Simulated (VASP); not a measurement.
# B (P4/mmm) in VASP: notebook

Runs on B. Level: PBE. Tasks: relaxation of cell and atoms, single point.

Everything below comes from runs of VASP 6.6.1. Logs are shortened: lines on timing, memory, paths and dates and some standing lists are left out, and cuts for length are marked.

## Step 1: The structure

It takes space group P4/mmm (No. 123, tetragonal). Conventional cell: a = 1.993 Å, b = 1.993 Å, c = 2.042 Å, α = 90.00°, β = 90.00°, γ = 90.00°. Around B (site symmetry 4/mmm) lie 6 B at 1.99 to 2.04 Å.

The cell was built by a generator and needn't be a form met in nature.

## Step 2: Relaxation of cell and atoms, PBE

INCAR

```
SYSTEM = B
  PREC = Accurate
  ENCUT = 600
  EDIFF = 1E-6
  ISMEAR = 0
  SIGMA = 0.1
  LREAL = .False.
  LASPH = .True.
  NELM = 100
  ALGO = Fast
  ISIF = 3
  LWAVE = .False.
  LCHARG = .False.
  GGA = PE
  IBRION = 2
  NSW = 90
  EDIFFG = -0.04
```

KPOINTS

```
Automatic mesh
0
Gamma
  8 8 8
  0 0 0
```

POSCAR

```
B
1.0
    1.9931417826      0.0000000000      0.0000000000
    0.0000000000      1.9931417826      0.0000000000
    0.0000000000      0.0000000000      2.0421645264
B
1
Direct
    0.0000000000      0.0000000000      0.0000000000
```

Potentials or basis: VASP PAW PBE potentials, release 64 (B).

On the command line:

```console
cat potpaw_PBE.64/B/POTCAR > POTCAR
mpirun -np 1 vasp_std > vasp.out
```

OUTCAR:

```text
SYSTEM = B
   PREC = Accurate
   ENCUT = 600
   EDIFF = 1E-6
   ISMEAR = 0
   LREAL = .False.
   LASPH = .True.
   NELM = 100
   ISIF = 3
   GGA = PE
   IBRION = 2
   NSW = 90
   EDIFFG = -0.04

 ion  position               nearest neighbor table
   1  0.000  0.000  0.000-

  LATTYP: Found a simple tetragonal cell.
 ALAT       =     1.9931417826
 C/A-ratio  =     1.0245957133

  Lattice vectors:

 A1 = (   1.9931417826,   0.0000000000,   0.0000000000)
 A2 = (   0.0000000000,   1.9931417826,   0.0000000000)
 A3 = (   0.0000000000,   0.0000000000,   2.0421645264)

Analysis of symmetry for initial positions (statically):
=====================================================================
 Subroutine PRICEL returns:
 Original cell was already a primitive cell.

 Routine SETGRP: Setting up the symmetry group for a
 simple tetragonal supercell.

 Subroutine GETGRP returns: Found 16 space group operations
 (whereof 16 operations were pure point group operations)
 out of a pool of 16 trial point group operations.

The static configuration has the point symmetry D_4h.

Analysis of symmetry for dynamics (positions and initial velocities):
=====================================================================
 Subroutine PRICEL returns:
 Original cell was already a primitive cell.

 Routine SETGRP: Setting up the symmetry group for a
 simple tetragonal supercell.

 Subroutine GETGRP returns: Found 16 space group operations
 (whereof 16 operations were pure point group operations)
 out of a pool of 16 trial point group operations.

The dynamic configuration has the point symmetry D_4h.

 Subroutine INISYM returns: Found 16 space group operations
 (whereof 16 operations are pure point group operations),
 and found     1 'primitive' translations

----------------------------------------------------------------------------------------

                                     Primitive cell

  volume of cell :       8.1127

  direct lattice vectors                    reciprocal lattice vectors
     1.993141783  0.000000000  0.000000000     0.501720454  0.000000000  0.000000000
     0.000000000  1.993141783  0.000000000     0.000000000  0.501720454  0.000000000
     0.000000000  0.000000000  2.042164526     0.000000000  0.000000000  0.489676511

  length of vectors
     1.993141783  1.993141783  2.042164526     0.501720454  0.501720454  0.489676511

  position of ions in fractional coordinates (direct lattice)
     0.000000000  0.000000000  0.000000000

  ion indices of the primitive-cell ions
   primitive index   ion index
                 1           1

----------------------------------------------------------------------------------------

 KPOINTS: Automatic mesh

Automatic generation of k-mesh.
 Grid dimensions read from file:
 generate k-points for:    8    8    8

 Generating k-lattice:

  Cartesian coordinates                     Fractional coordinates (reciprocal lattice)
     0.062715057  0.000000000  0.000000000     0.125000000  0.000000000  0.000000000
     0.000000000  0.062715057  0.000000000     0.000000000  0.125000000  0.000000000
     0.000000000  0.000000000  0.061209564     0.000000000  0.000000000  0.125000000

  Length of vectors
     0.062715057  0.062715057  0.061209564

  Shift w.r.t. Gamma in fractional coordinates (k-lattice)
     0.000000000  0.000000000  0.000000000

 Subroutine IBZKPT returns following result:
 ===========================================

 Found     75 irreducible k-points:

 Following reciprocal coordinates:
            Coordinates               Weight
  0.000000  0.000000  0.000000      1.000000
  0.125000  0.000000  0.000000      4.000000
  0.250000  0.000000  0.000000      4.000000
  0.375000  0.000000  0.000000      4.000000
  0.500000  0.000000  0.000000      2.000000
  0.125000  0.125000  0.000000      4.000000
[... 16 lines left out ...]
  0.375000  0.125000  0.125000     16.000000
  0.500000  0.125000  0.125000      8.000000
 [... further k-points ...]
   k-points           NKPTS =     75   k-points in BZ     NKDIM =     75   number of bands    NBANDS=      5
   number of dos      NEDOS =    301   number of ions     NIONS =      1
   total plane-waves  NPLWV =   4096
   dimension x,y,z NGX =    16 NGY =   16 NGZ =   16
   dimension x,y,z NGXF=    32 NGYF=   32 NGZF=   32
   ions per type =               1
   NGX,Y,Z   is equivalent  to a cutoff of  13.35, 13.35, 13.03 a.u.
   NGXF,Y,Z  is equivalent  to a cutoff of  26.69, 26.69, 26.05 a.u.
 SYSTEM =  B
   PREC   = accura    normal or accurate (medium, high low for compatibility)
   ISTART =      0    job   : 0-new  1-cont  2-samecut
   ICHARG =      2    charge: 1-file 2-atom 10-const
   ISPIN  =      1    spin polarized calculation?
   LNONCOLLINEAR =      F non collinear calculations
   LSORBIT =      F    spin-orbit coupling
   LASPH  =      T    aspherical Exc in radial PAW
   ENCUT  =  600.0 eV  44.10 Ry    6.64 a.u.   3.98  3.98  4.08*2*pi/ulx,y,z
   NELM   =    100;   NELMIN=  2; NELMDL= -5     # of ELM steps
   EDIFF  = 0.1E-05   stopping-criterion for ELM
   LREAL  =      F    real-space projection
   EDIFFG = -.4E-01   stopping-criterion for IOM
   NSW    =     90    number of steps for IOM
   IBRION =      2    ionic relax: 0-MD 1-quasi-New 2-CG
   NFREE  =      1    steps in history (QN), initial steepest desc. (CG)
   ISIF   =      3    stress and relaxation
   ISYM   =      2    0-nonsym 1-usesym 2-fastsym
   POTIM  = 0.5000    time-step for ionic-motion
   TEBEG  =    0.0;   TEEND  =   0.0 temperature during run
   PSTRESS=    0.0 pullay stress
   NELECT =       3.0000    total number of electrons
   NUPDOWN=      -1.0000    fix difference up-down
   EMIN   =  10.00;   EMAX   =-10.00  energy-range for DOS
   EFERMI =   0.00;   METHOD = LEGACY
   ISMEAR =     0;   SIGMA  =   0.10  broadening in eV -4-tet -1-fermi 0-gaus
   EFERMI_NEDOS =   21; number of points for ismear=-14 and -15
   IALGO  =     68    algorithm
   IMIX   =      4    mixing-type and parameters
     AMIX     =   0.40;   BMIX     =  1.00
     AMIX_MAG =   1.60;   BMIX_MAG =  1.00
  volume/ion in A,a.u.               =       8.11        54.75
  Fermi-wavevector in a.u.,A,eV,Ry     =   1.175059  2.220539 18.786419  1.380763
  Thomas-Fermi vector in A             =   2.311446
   LORBIT       =      0    0 simple, 1 ext, 2 COOP (PROOUT), +10 PAW based schemes
   GGA     = PE    functional components
   LHFCALC =     F    Hartree Fock is set to
   AEXX    =    0.0000 exact exchange contribution
   IVDW    =     0    specifies the selected vdW correction
   LEPSILON=     F    determine dielectric tensor
   LRPA    =     F    only Hartree local field effects (RPA)
 conjugate gradient relaxation of ions
 non-spin polarized calculation
 RMM-DIIS sequential band-by-band and
 Gauss-broadening in eV      SIGMA  =   0.10
  energy-cutoff  :      600.00
  volume of cell :        8.11
 maximum number of plane-waves:       288
 NGX is ok and might be reduce to    16

--------------------------------------- Ionic step        1  -------------------------------------------

 number of electron       3.0000000 magnetization

 Free energy of the ion-electron system (eV)
  ---------------------------------------------------
  ext. energy  EPLUGINS =         0.00000000
  ---------------------------------------------------
  free energy    TOTEN  =        -5.44255827 eV

  energy without entropy =       -5.44058840  energy(sigma->0) =       -5.44157333

------------------------ aborting loop because EDIFF is reached ----------------------------------------

  FORCE on cell =-STRESS in cart. coord.  units (eV):
  Direction    XX          YY          ZZ          XY          YZ          ZX
  --------------------------------------------------------------------------------------
  -------------------------------------------------------------------------------------
  Total       -1.3612814     -1.3612814     -1.9512920      0.0000000      0.0000000      0.0000000
  in kB     -268.8384551   -268.8384551   -385.3592015      0.0000000      0.0000000      0.0000000
  external PRESSURE =    -307.6787039 kB  Pullay stress =       0.0000000 kB
[... 55 lines left out ...]
  energy  without entropy=       -5.5861024477  energy(sigma->0) =       -5.58698888

--------------------------------------- Ionic step        3  -------------------------------------------

 number of electron       3.0000000 magnetization

 Free energy of the ion-electron system (eV)
  ---------------------------------------------------
  ext. energy  EPLUGINS =         0.00000000
  ---------------------------------------------------
  free energy    TOTEN  =        -5.60063964 eV

  energy without entropy =       -5.59976705  energy(sigma->0) =       -5.60020335

 E-fermi :   6.6204     XC(G=0): -12.3638

 val. band max:        6.4815160245   @ k =   0.2500   0.1250   0.3750
 cond. band min:       6.7954953954   @ k =   0.3750   0.3750   0.1250
 fundamental gap:      0.3139793708
 Fermi energy:         6.6203596146

 k-point     1 :       0.0000    0.0000    0.0000
  band No.  band energies     occupation
      1      -8.7619      2.00000
      2      20.5189      0.00000
      3      20.5189      0.00000
      4      20.5230      0.00000
      5      30.9537      0.00000

 k-point     2 :       0.1250    0.0000    0.0000
  band No.  band energies     occupation
      1      -8.2323      2.00000
      2      16.3772      0.00000
      3      20.9548      0.00000
      4      20.9588      0.00000
      5      31.5694      0.00000
[... 169 lines left out ...]
 k-point    24 :       0.5000    0.1250    0.1250
  band No.  band energies     occupation
      1      -0.0709      2.00000
      2       1.5418      2.00000
      3      20.3826      0.00000
      4      24.3320      0.00000
      5      30.8262      0.00000

 [... further k-points ...]

------------------------ aborting loop because EDIFF is reached ----------------------------------------

  FORCE on cell =-STRESS in cart. coord.  units (eV):
  Direction    XX          YY          ZZ          XY          YZ          ZX
  --------------------------------------------------------------------------------------
  -------------------------------------------------------------------------------------
  Total        0.0148812      0.0148812      0.0156233      0.0000000      0.0000000      0.0000000
  in kB        3.5415624      3.5415624      3.7181698      0.0000000      0.0000000      0.0000000
  external PRESSURE =       3.6004315 kB  Pullay stress =       0.0000000 kB
[... 16 lines left out ...]
  FREE ENERGIE OF THE ION-ELECTRON SYSTEM (eV)
  ---------------------------------------------------
  free  energy   TOTEN  =        -5.6006396405 eV

  energy  without entropy=       -5.5997670500  energy(sigma->0) =       -5.60020335

 reached required accuracy - stopping structural energy minimisation
```

It took 3.7 s on 1 thread of Intel Xeon 6975P-C (Granite Rapids), shared host; peak memory 0.1 GiB.

What came out:

```yaml
Free_energy: -5.6006 eV
Relaxed_volume: 6.73 Å³/atom
Relaxed_cell: a = 1.888 Å, b = 1.888 Å, c = 1.888 Å, α = 90.00°, β = 90.00°, γ = 90.00°
Space_group_after_relaxing_to_0.05_Å: Pm-3m (No. 221)
Energy_gained_by_relaxing: 158.1 meV/atom
Ionic_steps: 3
Pressure_after_relaxing: 0.4 GPa
Band_gap_on_the_k_mesh: none (metal or under the smearing width)
```

The path:
```tsv
step	energy change (eV)	largest force (eV/Å)	pressure (GPa)	volume (Å³)
1	0.0000	0.0000	-30.77	8.11
2	-0.1453	0.0000	12.72	6.42
3	-0.1581	0.0000	0.36	6.73
```

Final structure:
```
B
1.0
     1.88826    0.00000    0.00000
     0.00000    1.88826    0.00000
     0.00000    0.00000    1.88813
B
1
Direct
  0.00000 0.00000 0.00000
```

Caveat: the k mesh is coarse (spacing up to 0.39 Å⁻¹), so the values aren't converged; the volume moved by over 15 % at a fixed basis, so the end points are rough.

## Step 3: Single point, PBE

This run uses another cell than the first one, of the same volume but with other edges.

INCAR

```
PREC = Accurate ; ENCUT = 520
EDIFF = 1E-6 ; ISMEAR = 0
SIGMA = 0.1 ; LREAL = F
LASPH = T ; NELM = 80
ALGO = Normal ; ISIF = 2
LWAVE = F ; LCHARG = F
GGA = PE ; NBANDS = 8
```

KPOINTS

```
regular mesh
0
Gamma
  10 10 6
```

POSCAR

```
B
1.0
    0.9066109793     -1.6926496544      0.0000000000
    0.9066109793      1.6926496544      0.0000000000
    0.0000000000      0.0000000000      2.6433158987
B
1
Direct
    0.0000000000      0.0000000000      0.0000000000
```

Potentials or basis: VASP PAW PBE potentials, release 64 (B).

On the command line:

```console
cat potpaw_PBE.64/B/POTCAR > POTCAR
mpirun -np 1 vasp_std > vasp.out
```

Run time: 5.1 s. Hardware: 1 thread of Intel Xeon 6975P-C (Granite Rapids), shared host; peak memory 0.1 GiB.

Results (log left out):

* Free energy: -5.6188 eV
* Pressure: -26.2 GPa
* Band gap on the k mesh: none (metal or under the smearing width)

Stress tensor (GPa, compression positive):
```
-55.74   0.00   0.00
  0.00 -19.22   0.00
  0.00   0.00  -3.78
```

Levels at points of the mesh, in eV from the Fermi level:
```csv
k point,band 1,band 2,band 3,band 4,band 5,band 6,band 7
"(0.00, 0.00, 0.00)",-15.82,-0.45,8.51,17.67,20.27,34.95,40.39
"(0.50, 0.00, 0.00)",-7.13,-0.76,8.70,11.29,20.12,20.27,21.83
"(0.50, 0.50, 0.00)",-7.84,-2.71,7.35,14.76,18.90,19.12,21.17
"(0.00, 0.00, 0.50)",-13.18,-8.62,18.04,20.57,23.13,32.02,36.94
"(0.50, 0.00, 0.50)",-5.96,2.35,2.78,9.05,11.87,28.18,29.06
"(0.50, 0.50, 0.50)",-6.59,0.32,1.23,7.74,15.26,30.22,32.04
```

Caveat: the k mesh is coarse (spacing up to 0.40 Å⁻¹), so the values aren't converged; so large a pressure means that the cell lies far from this level's equilibrium, or that cutoff or potentials fall short.

## Step 4: Single point, PBE

This run uses another cell than the first one, of 6.70 Å³/atom, 0.826 times its volume.

INCAR

```
PREC = Accurate
ENCUT = 520
EDIFF = 1E-6
ISMEAR = 0
SIGMA = 0.1
LREAL = F
LASPH = T
NELM = 60
ALGO = Normal
ISIF = 2
LWAVE = F
LCHARG = T
GGA = PE
LELF = T
LVHAR = T
NBANDS = 8
```

KPOINTS

```
Automatic mesh
0
Gamma
  28 28 28
```

POSCAR

```
B
1.0
    1.8850104274      0.0000000000      0.0000000000
    0.0000000000      1.8850104274      0.0000000000
    0.0000000000      0.0000000000      1.8850104274
B
1
Direct
    0.0000000000      0.0000000000      0.0000000000
```

On the command line:

```console
cat potpaw_PBE.64/B/POTCAR > POTCAR
mpirun -np 1 vasp_std > vasp.out
```

Run time: 11 s. Hardware: 1 thread of Intel Xeon 6975P-C (Granite Rapids), shared host; peak memory 0.12 GiB.

It converged, with:

| Item | Value |
| --- | --- |
| Free energy | -5.6087 eV |
| Pressure | 0.1 GPa |
| Band gap on the k mesh | none (metal or under the smearing width) |

Levels at points of the mesh, in eV from the Fermi level:
```csv
k point,band 1,band 2,band 3,band 4,band 5
"(0.00, 0.00, 0.00)",-15.80,13.60,13.60,13.60,24.03
"(0.50, 0.00, 0.00)",-8.25,-6.23,17.47,17.47,29.96
"(0.50, 0.50, 0.00)",-1.96,-1.96,4.28,8.15,20.63
"(0.50, 0.50, 0.50)",3.40,3.40,3.40,16.57,16.57
```

## Step 5: Overview

| task | cell | k mesh | cutoff (eV) | mesh quality | gap on the mesh (eV) | pressure (GPa) |
| --- | --- | --- | --- | --- | --- | --- |
| relaxation of cell and atoms | relaxed | 8 × 8 × 8 | 600 | coarse | none | 0.4 |
| single point | Cmmm, 8.11 Å³/atom | 10 × 10 × 6 | 520 | coarse | none | -26.2 |
| single point | Pm-3m, 6.7 Å³/atom | 28 × 28 × 28 | 520 | not flagged | none | 0.1 |

Alike in all rows: level PBE; potentials or basis VASP PAW PBE potentials, release 64 (B); no spin polarisation; smearing gaussian 0.1 eV.

Caveats: some runs use coarse meshes; the volume moved by over 15 % at a fixed basis, so the end points are rough (some runs); so large a pressure means that the cell lies far from this level's equilibrium, or that cutoff or potentials fall short (some runs).

Total energies depend on the potentials used, so only differences within one code and one set of settings carry meaning.
